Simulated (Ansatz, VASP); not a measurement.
# Two plane-wave programs on MgH2

INCAR

```
PREC     = Accurate       # precision mode
ENCUT    = 520            # plane-wave cutoff, eV
EDIFF    = 1E-6           # SCF threshold, eV
ISMEAR   = 0              # smearing method
SIGMA    = 0.1            # smearing width, eV
LREAL    = False          # projectors in reciprocal space
LASPH    = True           # aspherical terms in the spheres
NELM     = 80             # most SCF steps
ALGO     = Normal         # electronic algorithm
ISIF     = 2              # what is computed and relaxed
LWAVE    = False          # write WAVECAR
LCHARG   = False          # write CHGCAR
GGA      = PE             # functional
IVDW     = 12             # dispersion correction
NBANDS   = 13             # bands
```

The input KPOINTS:

```
Automatic mesh
0
Gamma
  4 4 6
```

POSCAR

```
MgH2
1.0
    4.4766941100      0.0000000000      0.0000000000
    0.0000000000      4.4766941100      0.0000000000
    0.0000000000      0.0000000000      2.9925370200
Mg H
2 4
Direct
    0.5000000000      0.5000000000      0.5000000000
    0.0000000000      0.0000000000      0.0000000000
    0.6955720200      0.6955720200      0.0000000000
    0.8044279800      0.1955720000      0.5000000000
    0.3044280100      0.3044280100      0.0000000000
    0.1955720000      0.8044279800      0.5000000000
```

Input for Ansatz:

```yaml
crystal:
  lattice:
    - [4.47669411, 0.0, 0.0]
    - [0.0, 4.47669411, 0.0]
    - [0.0, 0.0, 2.99253702]
  atoms:
    - { symbol: Mg, position: [0.5, 0.5, 0.5] }
    - { symbol: Mg, position: [0.0, 0.0, 0.0] }
    - { symbol: H, position: [0.69557202, 0.69557202, 0.0] }
    - { symbol: H, position: [0.80442798, 0.195572, 0.5] }
    - { symbol: H, position: [0.30442801, 0.30442801, 0.0] }
    - { symbol: H, position: [0.195572, 0.80442798, 0.5] }
basis:
  ecutwfc: 420
kpoints:
  mp_grid: { grid: [4, 4, 6] }
hamiltonian:
  xc: pbe
  dispersion: d3bj
scf:
  occupations: { method: gaussian, width: 0.1 }
  lower_state_search: "off"
output:
  forces: true
  stress: true
  eigenvalues: true
```

Alike in both runs: task single point; functional PBE; dispersion D3(BJ); k mesh 4 × 4 × 6; occupations gaussian, width 0.1 eV; no spin polarisation.

|  | VASP | Ansatz |
| --- | --- | --- |
| version | VASP 6.6.1 | Ansatz 0.2.0 |
| potentials or method | VASP PAW PBE potentials, release 64 (Mg, H) | scalar-relativistic, plane waves, PAW |
| plane-wave cutoff (eV) | 520 | 420 |
| valence electrons in the cell | 8 | 24 |

```csv
,VASP,Ansatz,Ansatz less VASP
gap on the k mesh at the Fermi level (eV),3.95,3.96,+0.011
least direct gap on the mesh (eV),4.78,4.78,+0.009
pressure (GPa),-1.3,-1.0,+0.28
largest component of the traceless stress (GPa),0.19,0.24,+0.050
rms of the force components (eV/Å),0.005,0.005,-0.0002
```

Atom by atom the forces differ by 0.000 eV/Å (rms over components). With one functional, cell and mesh, what is left measures potentials, basis and numerics. The two sets of potentials don't hold the same shells in valence.

A k mesh can miss the band edges. As with any semilocal functional, this PBE gap is likely too small.
